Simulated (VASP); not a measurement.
# BiTe (Fm-3m) in VASP: settings compared

The runs below take BiTe through equation of state, with PBEsol, PBE.

All numbers are computed with VASP 6.6.1; they aren't measurements. Logs are shortened: lines on timing, memory, paths and dates and some standing lists are left out, and cuts for length are marked.

### 1 The crystal as given

The structure is cubic, space group Fm-3m (No. 225). Conventional cell: a = 6.470 Å, b = 6.470 Å, c = 6.470 Å, α = 90.00°, β = 90.00°, γ = 90.00°. Bi (site symmetry m-3m) has 6 Te at 3.23 Å as nearest neighbours. Te (site symmetry m-3m) has 6 Bi at 3.23 Å as nearest neighbours.

### 2 Equation of state, PBEsol, 31.82 Å³/atom (volume scaled by 0.94)

INCAR

```
SYSTEM = BiTe
PREC = Accurate
ENCUT = 520
EDIFF = 1E-7
ISMEAR = -1
SIGMA = 0.05
LREAL = .FALSE.
LASPH = .TRUE.
NELM = 60
ALGO = Normal
ISIF = 2
LWAVE = .FALSE.
LCHARG = .FALSE.
GGA = PS
NBANDS = 18
```

KPOINTS

```
regular mesh
0
G
  7 7 7
  0 0 0
```

POSCAR

```
BiTe
1.0
    0.0000000000      3.1689610617      3.1689610617
    3.1689610617      0.0000000000      3.1689610617
    3.1689610617      3.1689610617      0.0000000000
Bi Te
1 1
Direct
    0.0000000000      0.0000000000      0.0000000000
    0.5000000000      0.5000000000      0.5000000000
```

Potentials or basis: VASP PAW PBE potentials, release 64 (Bi_d, Te).

Command:

```
cat potpaw_PBE.64/Bi_d/POTCAR potpaw_PBE.64/Te/POTCAR > POTCAR
mpirun -np 1 vasp_std > vasp.out
```

OUTCAR:

```text
SYSTEM = BiTe
   PREC = Accurate
   ENCUT = 520
   EDIFF = 1E-7
   ISMEAR = -1
   LREAL = .FALSE.
   LASPH = .TRUE.
   NELM = 60
   ISIF = 2
   GGA = PS

 Found     20 irreducible k-points:

 Following reciprocal coordinates:
            Coordinates               Weight
  0.000000  0.000000  0.000000      1.000000
  0.142857  0.000000  0.000000      8.000000
  0.285714  0.000000  0.000000      8.000000
  0.428571  0.000000  0.000000      8.000000
  0.142857  0.142857  0.000000      6.000000
  0.285714  0.142857  0.000000     24.000000
   k-points           NKPTS =     20   k-points in BZ     NKDIM =     20   number of bands    NBANDS=     18
   number of dos      NEDOS =    301   number of ions     NIONS =      2
   total plane-waves  NPLWV =  46656
   dimension x,y,z NGX =    36 NGY =   36 NGZ =   36
   dimension x,y,z NGXF=    72 NGYF=   72 NGZF=   72
   ions per type =               1   1
   NGX,Y,Z   is equivalent  to a cutoff of  13.35, 13.35, 13.35 a.u.
   NGXF,Y,Z  is equivalent  to a cutoff of  26.71, 26.71, 26.71 a.u.
 SYSTEM =  BiTe
   PREC   = accura    normal or accurate (medium, high low for compatibility)
   ISTART =      0    job   : 0-new  1-cont  2-samecut
   ICHARG =      2    charge: 1-file 2-atom 10-const
   ISPIN  =      1    spin polarized calculation?
   LNONCOLLINEAR =      F non collinear calculations
   LSORBIT =      F    spin-orbit coupling
   LASPH  =      T    aspherical Exc in radial PAW
   ENCUT  =  520.0 eV  38.22 Ry    6.18 a.u.   8.33  8.33  8.33*2*pi/ulx,y,z
   NELM   =     60;   NELMIN=  2; NELMDL= -5     # of ELM steps
   EDIFF  = 0.1E-06   stopping-criterion for ELM
   LREAL  =      F    real-space projection
   EDIFFG = 0.1E-05   stopping-criterion for IOM
   NSW    =      0    number of steps for IOM
   IBRION =     -1    ionic relax: 0-MD 1-quasi-New 2-CG
   NFREE  =      0    steps in history (QN), initial steepest desc. (CG)
   ISIF   =      2    stress and relaxation
   ISYM   =      2    0-nonsym 1-usesym 2-fastsym
   POTIM  = 0.5000    time-step for ionic-motion
   TEBEG  =    0.0;   TEEND  =   0.0 temperature during run
   PSTRESS=    0.0 pullay stress
   NELECT =      21.0000    total number of electrons
   NUPDOWN=      -1.0000    fix difference up-down
   EMIN   =  10.00;   EMAX   =-10.00  energy-range for DOS
   EFERMI =   0.00;   METHOD = LEGACY
   ISMEAR =    -1;   SIGMA  =   0.05  broadening in eV -4-tet -1-fermi 0-gaus
   EFERMI_NEDOS =   21; number of points for ismear=-14 and -15
   IALGO  =     38    algorithm
   IMIX   =      4    mixing-type and parameters
     AMIX     =   0.40;   BMIX     =  1.00
     AMIX_MAG =   1.60;   BMIX_MAG =  1.00
  volume/ion in A,a.u.               =      31.82       214.76
  Fermi-wavevector in a.u.,A,eV,Ry     =   1.131239  2.137732 17.411398  1.279702
  Thomas-Fermi vector in A             =   2.267937
   LORBIT       =      0    0 simple, 1 ext, 2 COOP (PROOUT), +10 PAW based schemes
   GGA     = PS    functional components
   LHFCALC =     F    Hartree Fock is set to
   AEXX    =    0.0000 exact exchange contribution
   IVDW    =     0    specifies the selected vdW correction
   LEPSILON=     F    determine dielectric tensor
   LRPA    =     F    only Hartree local field effects (RPA)
 non-spin polarized calculation
  energy-cutoff  :      520.00
  volume of cell :       63.65
 maximum number of plane-waves:      1735
 NGX is ok and might be reduce to    36
   NGX = 17   NGY = 17   NGZ = 17

 number of electron      21.0000001 magnetization

 Free energy of the ion-electron system (eV)
  ---------------------------------------------------
  ext. energy  EPLUGINS =         0.00000000
  ---------------------------------------------------
  free energy    TOTEN  =        -7.95843984 eV

  energy without entropy =       -7.93660867  energy(sigma->0) =       -7.94752426

 E-fermi :   7.3065     XC(G=0):  -9.8677

 val. band max:        7.3021722292   @ k =   0.2857   0.1429   0.0000
 cond. band min:       7.3114405655   @ k =  -0.4286   0.1429   0.0000
 fundamental gap:      0.0092683363
 Fermi energy:         7.3064719015

 k-point     1 :       0.0000    0.0000    0.0000
  band No.  band energies     occupation
      1     -15.8300      2.00000
      2     -15.8300      2.00000
      3     -15.8219      2.00000
      4     -15.8219      2.00000
      5     -15.8219      2.00000
      6      -6.7171      2.00000
[... 10 lines left out ...]
     17      13.5312      0.00000
     18      13.5608      0.00000

 k-point     2 :       0.1429    0.0000    0.0000
  band No.  band energies     occupation
      1     -15.8310      2.00000
      2     -15.8310      2.00000
      3     -15.8215      2.00000
      4     -15.8205      2.00000
      5     -15.8205      2.00000
      6      -6.5195      2.00000
[... 10 lines left out ...]
     17      14.7422      0.00000
     18      14.9665      0.00000

 k-point     3 :       0.2857    0.0000    0.0000
  band No.  band energies     occupation
      1     -15.8337      2.00000
      2     -15.8337      2.00000
      3     -15.8205      2.00000
      4     -15.8166      2.00000
      5     -15.8166      2.00000
      6      -5.9367      2.00000
[... 10 lines left out ...]
     17      16.8093      0.00000
     18      17.2589      0.00000

 k-point     4 :       0.4286    0.0000    0.0000
  band No.  band energies     occupation
      1     -15.8360      2.00000
      2     -15.8360      2.00000
      3     -15.8198      2.00000
      4     -15.8133      2.00000
      5     -15.8133      2.00000
      6      -5.0116      2.00000
[... 10 lines left out ...]
     17      16.0632      0.00000
     18      17.3046      0.00000

 k-point     5 :       0.1429    0.1429    0.0000
  band No.  band energies     occupation
      1     -15.8335      2.00000
      2     -15.8289      2.00000
      3     -15.8228      2.00000
      4     -15.8194      2.00000
      5     -15.8194      2.00000
      6      -6.4562      2.00000
[... 10 lines left out ...]
     17      13.9411      0.00000
     18      14.1941      0.00000

 k-point     6 :       0.2857    0.1429    0.0000
  band No.  band energies     occupation
      1     -15.8368      2.00000
      2     -15.8296      2.00000
      3     -15.8225      2.00000
      4     -15.8167      2.00000
      5     -15.8158      2.00000
      6      -6.0116      2.00000
[... 10 lines left out ...]
     17      15.2809      0.00000
     18      15.4757      0.00000

 [... further k-points ...]

------------------------ aborting loop because EDIFF is reached ----------------------------------------

  FORCE on cell =-STRESS in cart. coord.  units (eV):
  Direction    XX          YY          ZZ          XY          YZ          ZX
  --------------------------------------------------------------------------------------
  -------------------------------------------------------------------------------------
  Total        0.6849160      0.6849160      0.6849160      0.0000000     -0.0000000      0.0000000
  in kB       17.2411877     17.2411877     17.2411877      0.0000000     -0.0000000      0.0000000
  external PRESSURE =      17.2411877 kB  Pullay stress =       0.0000000 kB

 VOLUME and BASIS-vectors are now :
 -----------------------------------------------------------------------------
  energy-cutoff  :      520.00
  volume of cell :       63.65
      direct lattice vectors                 reciprocal lattice vectors
     0.000000000  3.168961062  3.168961062    -0.157780418  0.157780418  0.157780418
     3.168961062  0.000000000  3.168961062     0.157780418 -0.157780418  0.157780418
     3.168961062  3.168961062  0.000000000     0.157780418  0.157780418 -0.157780418

 POSITION                                       TOTAL-FORCE (eV/Angst)
 -----------------------------------------------------------------------------------
      0.00000      0.00000      0.00000         0.000000     -0.000000     -0.000000
      3.16896      3.16896      3.16896        -0.000000      0.000000      0.000000
 -----------------------------------------------------------------------------------
    total drift:                               -0.000000      0.000000      0.000000

  FREE ENERGIE OF THE ION-ELECTRON SYSTEM (eV)
  ---------------------------------------------------
  free  energy   TOTEN  =        -7.9584398398 eV

  energy  without entropy=       -7.9366086749  energy(sigma->0) =       -7.94752426
```

stdout:

```text
POSCAR found type information on POSCAR BiTe
 POSCAR found :  2 types and       2 ions
 scaLAPACK will be used
 -----------------------------------------------------------------------------
|                                                                             |
|                                                                             |
|     You enforced a specific xc type in the INCAR file but a different       |
|     I HOPE YOU KNOW WHAT YOU ARE DOING!                                     |
|                                                                             |
 -----------------------------------------------------------------------------

 LDA part: xc-table for (Slater+PW92), standard interpolation
 POSCAR, INCAR and KPOINTS ok, starting setup
 FFT: planning ... GRIDC
 FFT: planning ... GRID_SOFT
 FFT: planning ... GRID
 WAVECAR not read
 entering main loop
```

Wall time 25 s (1 thread of Intel Xeon Platinum 8259CL at 2.50GHz (Skylake/Cascade Lake), shared host); peak memory 0.21 GiB.

Results:

* Free energy: -7.9584 eV
* Pressure: 1.7 GPa
* Band gap on the k mesh: none (metal or under the smearing width)

Caveat: the PAW data sets were made with another functional, which shifts forces and pressure a little; spin-orbit coupling is left out, which moves the levels of the heavy elements.

### 3 Equation of state, PBEsol, 32.50 Å³/atom (volume scaled by 0.96)

INCAR is that of step 2.

KPOINTS is that of step 2.

POSCAR

```
BiTe
1.0
    0.0000000000      3.1912784242      3.1912784242
    3.1912784242      0.0000000000      3.1912784242
    3.1912784242      3.1912784242      0.0000000000
Bi Te
1 1
Direct
    0.0000000000      0.0000000000      0.0000000000
    0.5000000000      0.5000000000      0.5000000000
```

Potentials or basis: VASP PAW PBE potentials, release 64 (Bi_d, Te).

Command:

```
cat potpaw_PBE.64/Bi_d/POTCAR potpaw_PBE.64/Te/POTCAR > POTCAR
mpirun -np 1 vasp_std > vasp.out
```

Wall time 25 s (1 thread of Intel Xeon Platinum 8259CL at 2.50GHz (Skylake/Cascade Lake), shared host); peak memory 0.21 GiB.

The run converged. Its results:

* Free energy: -7.9681 eV
* Pressure: 0.5 GPa
* Band gap on the k mesh: none (metal or under the smearing width)

Caveat: the PAW data sets were made with another functional, which shifts forces and pressure a little; spin-orbit coupling is left out, which moves the levels of the heavy elements.

(Part 1 of 2 ends here.)
